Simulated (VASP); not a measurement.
# Cr (Im-3m) in VASP: single point with PBE

Aim: the single point of Cr with PBE.

Everything below comes from runs of VASP 6.6.1. Logs are shortened: lines on timing, memory, paths and dates and some standing lists are left out, and cuts for length are marked.

## (1) Starting point

It takes space group Im-3m (No. 229, cubic). The conventional cell has a = 2.846 Å, b = 2.846 Å, c = 2.846 Å, α = 90.00°, β = 90.00°, γ = 90.00°. Cr (site symmetry m-3m) has 8 Cr at 2.46 Å as nearest neighbours.

## (2) Single point, PBE

INCAR reads:

```
PREC = Accurate ; ENCUT = 520
EDIFF = 1E-6 ; ISMEAR = 1
SIGMA = 0.1 ; LREAL = F
LASPH = T ; NELM = 80
ALGO = Normal ; ISIF = 2
LWAVE = F ; LCHARG = F
GGA = PE ; ICORELEVEL = 1
```

KPOINTS reads:

```
regular mesh
0
Gamma
  16 16 27
```

POSCAR reads:

```
Cr
1.0
    2.4648693800      0.0000000000      0.0000000000
   -0.8216231300      2.3239011400      0.0000000000
    0.8216231300      1.1619505700      2.0125574200
Cr
1
Direct
    0.0000000000      0.0000000000      0.0000000000
```

Potentials or basis: VASP PAW PBE potentials, release 64 (Cr_pv).

Launch:

```sh
cat potpaw_PBE.64/Cr_pv/POTCAR > POTCAR
mpirun -np 1 vasp_std > vasp.out
```

OUTCAR:

```text
PREC = Accurate
   ENCUT = 520
   EDIFF = 1E-6
   ISMEAR = 1
   LREAL = F
   LASPH = T
   NELM = 80
   ISIF = 2
   GGA = PE

 ion  position               nearest neighbor table
   1  0.000  0.000  0.000-

  LATTYP: Found a body centered cubic cell.
 ALAT       =     2.8461859970

  Lattice vectors:

 A1 = (   0.8216231200,   1.1619505700,  -2.0125574200)
 A2 = (  -2.4648693800,   0.0000000000,   0.0000000000)
 A3 = (   0.8216231300,   1.1619505700,   2.0125574200)

Analysis of symmetry for initial positions (statically):
=====================================================================
 Subroutine PRICEL returns:
 Original cell was already a primitive cell.

 Routine SETGRP: Setting up the symmetry group for a
 body centered cubic supercell.

 Subroutine GETGRP returns: Found 48 space group operations
 (whereof 48 operations were pure point group operations)
 out of a pool of 48 trial point group operations.

The static configuration has the point symmetry O_h .

Analysis of symmetry for dynamics (positions and initial velocities):
=====================================================================
 Subroutine PRICEL returns:
 Original cell was already a primitive cell.

 Routine SETGRP: Setting up the symmetry group for a
 body centered cubic supercell.

 Subroutine GETGRP returns: Found 48 space group operations
 (whereof 48 operations were pure point group operations)
 out of a pool of 48 trial point group operations.

The dynamic configuration has the point symmetry O_h .

 Subroutine INISYM returns: Found 48 space group operations
 (whereof 48 operations are pure point group operations),
 and found     1 'primitive' translations

----------------------------------------------------------------------------------------

                                     Primitive cell

  volume of cell :      11.5282

  direct lattice vectors                    reciprocal lattice vectors
     2.464869380  0.000000000  0.000000000     0.405701011  0.143436969 -0.248440118
    -0.821623130  2.323901140  0.000000000     0.000000000  0.430310904 -0.248440117
     0.821623130  1.161950570  2.012557420     0.000000000  0.000000000  0.496880233

  length of vectors
     2.464869380  2.464869383  2.464869381     0.496880234  0.496880233  0.496880233

  position of ions in fractional coordinates (direct lattice)
     0.000000000  0.000000000  0.000000000

  ion indices of the primitive-cell ions
   primitive index   ion index
                 1           1

----------------------------------------------------------------------------------------

 KPOINTS: regular mesh

Automatic generation of k-mesh.
 Grid dimensions read from file:
 generate k-points for:   16   16   27

 Generating k-lattice:

  Cartesian coordinates                     Fractional coordinates (reciprocal lattice)
     0.025356313  0.008964811 -0.015527507     0.062500000  0.000000000  0.000000000
     0.000000000  0.026894431 -0.015527507     0.000000000  0.062500000  0.000000000
     0.000000000  0.000000000  0.018402972     0.000000000  0.000000000  0.037037037

  Length of vectors
     0.031055015  0.031055015  0.018402972

  Shift w.r.t. Gamma in fractional coordinates (k-lattice)
     0.000000000  0.000000000  0.000000000

 -----------------------------------------------------------------------------
|                                                                             |
|           W    W    AA    RRRRR   N    N  II  N    N   GGGG   !!!           |
|           W    W   A  A   R    R  NN   N  II  NN   N  G    G  !!!           |
|           W    W  A    A  R    R  N N  N  II  N N  N  G       !!!           |
|           W WW W  AAAAAA  RRRRR   N  N N  II  N  N N  G  GGG   !            |
|           WW  WW  A    A  R   R   N   NN  II  N   NN  G    G                |
|           W    W  A    A  R    R  N    N  II  N    N   GGGG   !!!           |
|                                                                             |
|     Your reciprocal lattice and k-lattice belong to different lattice       |
|     classes:                                                                |
|                                                                             |
|        The reciprocal lattice is face-centered cubic,                       |
|        whereas your k-lattice is base-centered monoclinic.                  |
|                                                                             |
|     Results are often still useful ...                                      |
|                                                                             |
 -----------------------------------------------------------------------------

 WARNING: IBZKPT: internal override: KBLOWUP is changed to .FALSE.
      ... skipping the blow-up phase ...

 Subroutine IBZKPT returns following result:
 ===========================================

 Found   1798 irreducible k-points:

 Following reciprocal coordinates:
            Coordinates               Weight
  0.000000  0.000000  0.000000      1.000000
  0.062500  0.000000  0.000000      6.000000
  0.125000  0.000000  0.000000      6.000000
  0.187500  0.000000  0.000000      6.000000
  0.250000  0.000000  0.000000      6.000000
  0.312500 -0.000000  0.000000      6.000000
[... 16 lines left out ...]
  0.187500  0.187500  0.000000      6.000000
  0.250000  0.187500  0.000000     12.000000
 [... further k-points ...]
   k-points           NKPTS =   1798   k-points in BZ     NKDIM =   1798   number of bands    NBANDS=     10
   number of dos      NEDOS =    301   number of ions     NIONS =      1
   total plane-waves  NPLWV =   5832
   dimension x,y,z NGX =    18 NGY =   18 NGZ =   18
   dimension x,y,z NGXF=    36 NGYF=   36 NGZF=   36
   ions per type =               1
   NGX,Y,Z   is equivalent  to a cutoff of  12.14, 12.14, 12.14 a.u.
   NGXF,Y,Z  is equivalent  to a cutoff of  24.28, 24.28, 24.28 a.u.
 SYSTEM =  unknown system
   PREC   = accura    normal or accurate (medium, high low for compatibility)
   ISTART =      0    job   : 0-new  1-cont  2-samecut
   ICHARG =      2    charge: 1-file 2-atom 10-const
   ISPIN  =      1    spin polarized calculation?
   LNONCOLLINEAR =      F non collinear calculations
   LSORBIT =      F    spin-orbit coupling
   LASPH  =      T    aspherical Exc in radial PAW
   ENCUT  =  520.0 eV  38.22 Ry    6.18 a.u.   4.58  4.58  4.58*2*pi/ulx,y,z
   NELM   =     80;   NELMIN=  2; NELMDL= -5     # of ELM steps
   EDIFF  = 0.1E-05   stopping-criterion for ELM
   LREAL  =      F    real-space projection
[... 7 lines left out ...]
   TEBEG  =    0.0;   TEEND  =   0.0 temperature during run
   PSTRESS=    0.0 pullay stress
   NELECT =      12.0000    total number of electrons
   NUPDOWN=      -1.0000    fix difference up-down
   EMIN   =  10.00;   EMAX   =-10.00  energy-range for DOS
   EFERMI =   0.00;   METHOD = LEGACY
   ISMEAR =     1;   SIGMA  =   0.10  broadening in eV -4-tet -1-fermi 0-gaus
   EFERMI_NEDOS =   21; number of points for ismear=-14 and -15
   IALGO  =     38    algorithm
   IMIX   =      4    mixing-type and parameters
     AMIX     =   0.40;   BMIX     =  1.00
     AMIX_MAG =   1.60;   BMIX_MAG =  1.00
  volume/ion in A,a.u.               =      11.53        77.80
  Fermi-wavevector in a.u.,A,eV,Ry     =   1.659136  3.135312 37.453193  2.752732
  Thomas-Fermi vector in A             =   2.746597
   LORBIT       =      0    0 simple, 1 ext, 2 COOP (PROOUT), +10 PAW based schemes
   GGA     = PE    functional components
   LHFCALC =     F    Hartree Fock is set to
   AEXX    =    0.0000 exact exchange contribution
   IVDW    =     0    specifies the selected vdW correction
   LEPSILON=     F    determine dielectric tensor
   LRPA    =     F    only Hartree local field effects (RPA)
 non-spin polarized calculation
 Methfessel and Paxton  Order N= 1 SIGMA  =   0.10
  energy-cutoff  :      520.00
  volume of cell :       11.53
 maximum number of plane-waves:       323
   NGX =  9   NGY =  9   NGZ =  9

 number of electron      11.9999995 magnetization

 Free energy of the ion-electron system (eV)
  ---------------------------------------------------
  ext. energy  EPLUGINS =         0.00000000
  ---------------------------------------------------
  free energy    TOTEN  =        -9.51759518 eV

  energy without entropy =       -9.51770663  energy(sigma->0) =       -9.51763233

 the core state eigenenergies are
   1-  1s  -5867.6477  2s   -655.0758  2p   -548.5487  3s    -60.7644

 E-fermi :  10.9793     XC(G=0): -13.6859

 val. band max:       10.9780584227   @ k =   0.1875   0.0625   0.0741
 cond. band min:      10.9804499366   @ k =  -0.3125   0.3125   0.1852
 fundamental gap:      0.0023915139
 Fermi energy:        10.9792594582

 k-point     1 :       0.0000    0.0000    0.0000
  band No.  band energies     occupation
      1     -31.7294      2.00000
      2     -31.7294      2.00000
      3     -31.7294      2.00000
      4       3.1364      2.00000
      5      10.0825      2.00000
      6      10.0825      2.00000
      7      10.0825      2.00000
      8      12.1410     -0.00000
      9      12.1410     -0.00000
     10      18.0998      0.00000

 k-point     2 :       0.0625    0.0000    0.0000
  band No.  band energies     occupation
      1     -31.7661      2.00000
      2     -31.7406      2.00000
      3     -31.7296      2.00000
      4       3.3084      2.00000
      5      10.0159      2.00000
      6      10.0714      2.00000
      7      10.1989      2.00000
      8      12.0664     -0.00000
      9      12.1457     -0.00000
     10      18.0997      0.00000

 k-point     3 :       0.1250    0.0000    0.0000
  band No.  band energies     occupation
      1     -31.8698      2.00000
      2     -31.7725      2.00000
      3     -31.7302      2.00000
      4       3.8056      2.00000
      5       9.8302      2.00000
      6      10.0153      2.00000
      7      10.5385      2.00000
      8      11.9041     -0.00000
      9      12.1623     -0.00000
     10      18.0997      0.00000

 k-point     4 :       0.1875    0.0000    0.0000
  band No.  band energies     occupation
      1     -32.0230      2.00000
      2     -31.8200      2.00000
      3     -31.7312      2.00000
      4       4.5641      2.00000
      5       9.5623      2.00000
      6       9.8839      2.00000
      7      11.0714     -0.02971
      8      11.7919     -0.00000
      9      12.1965     -0.00000
     10      18.0995      0.00000

 k-point     5 :       0.2500    0.0000    0.0000
  band No.  band energies     occupation
      1     -32.2006      2.00000
      2     -31.8756      2.00000
      3     -31.7324      2.00000
      4       5.4435      2.00000
      5       9.2605      2.00000
      6       9.7686      2.00000
      7      11.7446     -0.00000
      8      11.8116     -0.00000
      9      12.2518     -0.00000
     10      18.0991      0.00000

 k-point     6 :       0.3125   -0.0000    0.0000
  band No.  band energies     occupation
      1     -32.3750      2.00000
      2     -31.9309      2.00000
      3     -31.7336      2.00000
      4       6.1753      2.00000
      5       8.9725      2.00000
      6       9.9575      2.00000
      7      11.9287     -0.00000
      8      12.3244     -0.00000
      9      12.4778     -0.00000
     10      18.0985      0.00000
[... 183 lines left out ...]
 k-point    21 :       0.3750    0.1250    0.0000
  band No.  band energies     occupation
      1     -32.5772      2.00000
      2     -32.0502      2.00000
      3     -31.7823      2.00000
      4       6.9550      2.00000
      5       8.6387      2.00000
      6      10.4677      2.00000
      7      12.0511     -0.00000
      8      12.7364     -0.00000
      9      14.8451      0.00000
     10      18.0950      0.00000

 k-point    22 :       0.4375    0.1250    0.0000
  band No.  band energies     occupation
      1     -32.6038      2.00000
      2     -32.0645      2.00000
      3     -31.7828      2.00000
      4       6.9386      2.00000
      5       8.5959      2.00000
      6      10.7021      2.00063
      7      12.0773     -0.00000
      8      12.8326     -0.00000
      9      15.2481      0.00000
     10      18.0928      0.00000

 k-point    23 :       0.1875    0.1875    0.0000
  band No.  band energies     occupation
      1     -32.3557      2.00000
      2     -31.9451      2.00000
      3     -31.7946      2.00000
      4       6.6440      2.00000
      5       8.9952      2.00000
      6       9.2695      2.00000
      7      11.6674     -0.00000
      8      12.4852     -0.00000
      9      13.1770      0.00000
     10      18.0986      0.00000

 k-point    24 :       0.2500    0.1875    0.0000
  band No.  band energies     occupation
      1     -32.4484      2.00000
      2     -32.0209      2.00000
      3     -31.8065      2.00000
      4       7.2149      2.00000
      5       8.7691      2.00000
      6       9.3590      2.00000
      7      11.7975     -0.00000
      8      12.5748     -0.00000
      9      14.2142      0.00000
     10      18.0979      0.00000

 [... further k-points ...]
[... 5 lines left out ...]
  --------------------------------------------------------------------------------------
  -------------------------------------------------------------------------------------
  Total       -0.0015576     -0.0015576     -0.0015576      0.0000000      0.0000000     -0.0000000
  in kB       -0.2164717     -0.2164717     -0.2164717      0.0000000      0.0000000     -0.0000000
  external PRESSURE =      -0.2164717 kB  Pullay stress =       0.0000000 kB

 VOLUME and BASIS-vectors are now :
 -----------------------------------------------------------------------------
  energy-cutoff  :      520.00
  volume of cell :       11.53
      direct lattice vectors                 reciprocal lattice vectors
     2.464869380  0.000000000  0.000000000     0.405701011  0.143436969 -0.248440118
    -0.821623130  2.323901140  0.000000000     0.000000000  0.430310904 -0.248440117
     0.821623130  1.161950570  2.012557420     0.000000000  0.000000000  0.496880233

 POSITION                                       TOTAL-FORCE (eV/Angst)
 -----------------------------------------------------------------------------------
      0.00000      0.00000      0.00000         0.000000     -0.000000      0.000000
 -----------------------------------------------------------------------------------
    total drift:                               -0.000000      0.000000      0.000000

  FREE ENERGIE OF THE ION-ELECTRON SYSTEM (eV)
  ---------------------------------------------------
  free  energy   TOTEN  =        -9.5175951799 eV

  energy  without entropy=       -9.5177066294  energy(sigma->0) =       -9.51763233
```

It took 86 s on 1 thread of Intel Xeon Platinum 8488C (Sapphire Rapids), shared host; peak memory 0.31 GiB.

Results:

- Free energy: -9.5176 eV
- Pressure: 0.0 GPa
- Band gap on the k mesh: none (metal or under the smearing width)

Levels at points of the mesh, in eV from the Fermi level:
```tsv
k point	band 3	band 4	band 5	band 6	band 7	band 8	band 9	band 10
(0.00, 0.00, 0.00)	-42.71	-7.84	-0.90	-0.90	-0.90	1.16	1.16	7.12
(0.50, 0.00, 0.00)	-42.71	-4.42	-2.45	1.14	1.16	1.50	2.86	7.11
```

Core levels (eV, on the scale of the bands):
```tsv
atom	levels
1 Cr	1s -5867.6, 2s -655.1, 2p -548.5, 3s -60.8
```

Caveat: the run has no spin polarisation, though such a crystal can be magnetic. Spin polarisation is off, so any magnetic state and its effect on volume and gap are missing.
